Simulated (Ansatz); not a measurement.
**Relaxing Sn₁₆O₁₇**

Level of theory: DFT PBE, scalar-relativistic, plane waves, PAW in Ansatz 0.2.0. Settings: 420 eV cutoff, 3×3×3 k-mesh, Gaussian smearing of 0.02 eV, collinear spin.

What was changed: O interstitial, charge -1, atoms relaxed at the host's cell.

With moments and this functional the run may sit in a state above the lowest one. The starting moments were lost, and the run ended without a moment.

In a supercell of 33 atoms the defect feels its periodic images, and the cell reads as a metal on the mesh, so a level in the gap can't be told from a carrier in the bands.

Command:

```bash
ansatz run input.yaml --threads 4 --pin off --max-ram 10240MiB --backend cpu --events-out ev --progress --plain --runs-dir out
```

Input:

```yaml
crystal:
  lattice:
    - [-7.7365256589, 0.0, -5.0662403107]
    - [7.7365256589, 0.0, -5.0662403107]
    - [0.0, -7.7365256589, 5.0662403107]
  atoms:
    - { symbol: Sn, position: [0.2576280161, 0.7576280161, 0.25] }
    - { symbol: Sn, position: [0.5048401134, 0.0067936745, 0.75] }
    - { symbol: Sn, position: [0.5048401134, 0.5048401134, 0.2480464389] }
    - { symbol: Sn, position: [0.0067936745, 0.0067936745, 0.2519535611] }
    - { symbol: Sn, position: [0.2554763054, 0.2554763054, 0.75], spin: 0.091 }
    - { symbol: Sn, position: [0.7883921659, 0.7883921659, 0.75], spin: 0.091 }
    - { symbol: Sn, position: [0.7576280161, 0.2576280161, 0.25] }
    - { symbol: Sn, position: [0.0067936745, 0.5048401134, 0.75] }
    - { symbol: Sn, position: [0.7318148814, 0.4908967889, -0.0090819074], spin: 0.091 }
    - { symbol: Sn, position: [0.9868760771, 0.7286485116, 0.4917724346] }
    - { symbol: Sn, position: [0.9868760771, 0.2451036425, 0.0082275654] }
    - { symbol: Sn, position: [0.4908967889, 0.7318148814, -0.0090819074], spin: 0.091 }
    - { symbol: Sn, position: [0.7286485116, 0.9868760771, 0.4917724346] }
    - { symbol: Sn, position: [0.2499786963, 0.4908967889, 0.5090819074], spin: 0.091 }
    - { symbol: Sn, position: [0.2451036425, 0.9868760771, 0.0082275654] }
    - { symbol: Sn, position: [0.4908967889, 0.2499786963, 0.5090819074], spin: 0.091 }
    - { symbol: O, position: [0.7452043263, 0.4973290276, 0.2508985194] }
    - { symbol: O, position: [-0.0041430588, 0.7486441859, 0.75] }
    - { symbol: O, position: [-0.0035694918, 0.2443058069, 0.2491014806] }
    - { symbol: O, position: [0.4973290276, 0.7452043263, 0.2508985194] }
    - { symbol: O, position: [0.7486441859, -0.0041430588, 0.75] }
    - { symbol: O, position: [0.2433440651, 0.494108517, 0.75], spin: 0.091 }
    - { symbol: O, position: [0.2443058069, -0.0035694918, 0.2491014806] }
    - { symbol: O, position: [0.494108517, 0.2433440651, 0.75], spin: 0.091 }
    - { symbol: O, position: [0.7486441859, 0.7486441859, 0.5027872447] }
    - { symbol: O, position: [0.9958569412, 0.9958569412, 0.9972127553] }
    - { symbol: O, position: [-0.0035694918, 0.4973290276, 0.5021247013] }
    - { symbol: O, position: [0.4973290276, -0.0035694918, 0.5021247013] }
    - { symbol: O, position: [0.7452043263, 0.2443058069, 0.9978752987] }
    - { symbol: O, position: [0.2443058069, 0.7452043263, 0.9978752987] }
    - { symbol: O, position: [0.2433440651, 0.2433440651, 0.4992355481], spin: 0.091 }
    - { symbol: O, position: [0.494108517, 0.494108517, 1.0007644519], spin: 0.091 }
    - { symbol: O, position: [0.5969030338, 0.5969030338, 0.75], spin: 0.091 }
  host:
    lattice:
      - [3.8682628294, 0.0, 0.0]
      - [0.0, 3.8682628294, 0.0]
      - [0.0, 0.0, 5.0662403107]
    atoms:
      - { symbol: Sn, position: [0.0, 0.5, 0.2287756745] }
      - { symbol: Sn, position: [0.5, 0.0, 0.7712243255] }
      - { symbol: O, position: [0.5, 0.5, 0.0] }
      - { symbol: O, position: [0.0, 0.0, 0.0] }
total_charge: -1
basis:
  ecutwfc: 420
  xc_grid: 2
kpoints:
  mp_grid: { grid: [3, 3, 3], shift: [0.0, 0.0, 0.0] }
hamiltonian:
  xc: pbe
scf:
  occupations: { method: gaussian, width: 0.02 }
output:
  forces: true
  stress: false
  eigenvalues: true
  populations: true
  charged_corrections:
    defect_position: [0.52083333, 0.52083333, 0.75]
    epsilon: [[22.126, 0.0, 0.0], [0.0, 22.126, 0.0], [0.0, 0.0, 11.7743]]
magnetization:
  spin_polarized: true
relax:
  adjacent_minimum: "off"
  f_tol: 0.025
  max_steps: 45
```

F is the free energy.

Steps:

| step | F − F(1) (eV) | largest force component (eV/Å) |
| --- | --- | --- |
| 1 | 0.0000 | 0.283 |
| 2 | -0.0168 | 0.283 |
| 3 | -0.0365 | 0.065 |
| 4 | -0.0386 | 0.018 |

Relaxed structure:

```yaml
crystal:
  lattice:
    - [-7.73653, 0.00000, -5.06624]
    - [7.73653, 0.00000, -5.06624]
    - [0.00000, -7.73653, 5.06624]
  atoms:
    - { symbol: Sn, position: [0.25571, 0.75571, 0.25000] }
    - { symbol: Sn, position: [0.50452, 0.00491, 0.75000] }
    - { symbol: Sn, position: [0.50452, 0.50452, 0.24962] }
    - { symbol: Sn, position: [0.00491, 0.00491, 0.25038] }
    - { symbol: Sn, position: [0.25411, 0.25411, 0.75000] }
    - { symbol: Sn, position: [0.78825, 0.78825, 0.75000] }
    - { symbol: Sn, position: [0.75571, 0.25571, 0.25000] }
    - { symbol: Sn, position: [0.00491, 0.50452, 0.75000] }
    - { symbol: Sn, position: [0.73263, 0.49153, 0.99110] }
    - { symbol: Sn, position: [0.98913, 0.73044, 0.49131] }
    - { symbol: Sn, position: [0.98913, 0.24782, 0.00869] }
    - { symbol: Sn, position: [0.49153, 0.73263, 0.99110] }
    - { symbol: Sn, position: [0.73044, 0.98913, 0.49131] }
    - { symbol: Sn, position: [0.25043, 0.49153, 0.50890] }
    - { symbol: Sn, position: [0.24782, 0.98913, 0.00869] }
    - { symbol: Sn, position: [0.49153, 0.25043, 0.50890] }
    - { symbol: O, position: [0.74514, 0.49622, 0.25082] }
    - { symbol: O, position: [0.99788, 0.74884, 0.75000] }
    - { symbol: O, position: [0.99540, 0.24433, 0.24918] }
    - { symbol: O, position: [0.49622, 0.74514, 0.25082] }
    - { symbol: O, position: [0.74884, 0.99788, 0.75000] }
    - { symbol: O, position: [0.24301, 0.49420, 0.75000] }
    - { symbol: O, position: [0.24433, 0.99540, 0.24918] }
    - { symbol: O, position: [0.49420, 0.24301, 0.75000] }
    - { symbol: O, position: [0.74884, 0.74884, 0.50096] }
    - { symbol: O, position: [0.99788, 0.99788, 0.99904] }
    - { symbol: O, position: [0.99540, 0.49622, 0.50108] }
    - { symbol: O, position: [0.49622, 0.99540, 0.50108] }
    - { symbol: O, position: [0.74514, 0.24433, 0.99892] }
    - { symbol: O, position: [0.24433, 0.74514, 0.99892] }
    - { symbol: O, position: [0.24301, 0.24301, 0.49880] }
    - { symbol: O, position: [0.49420, 0.49420, 0.00120] }
    - { symbol: O, position: [0.59552, 0.59552, 0.75000] }
```

The run converged. Time: 7.8 min on 4 threads of Intel(R) Xeon(R) Processor @ 2.50GHz (Skylake/Cascade Lake), with other jobs on the host, peak memory 2.9 GiB.

The relaxation kept the symmetry at the defect while a level is partly filled, so a distortion that splits the level (Jahn–Teller) was held off and may lie lower. The cell is also small for a charged defect.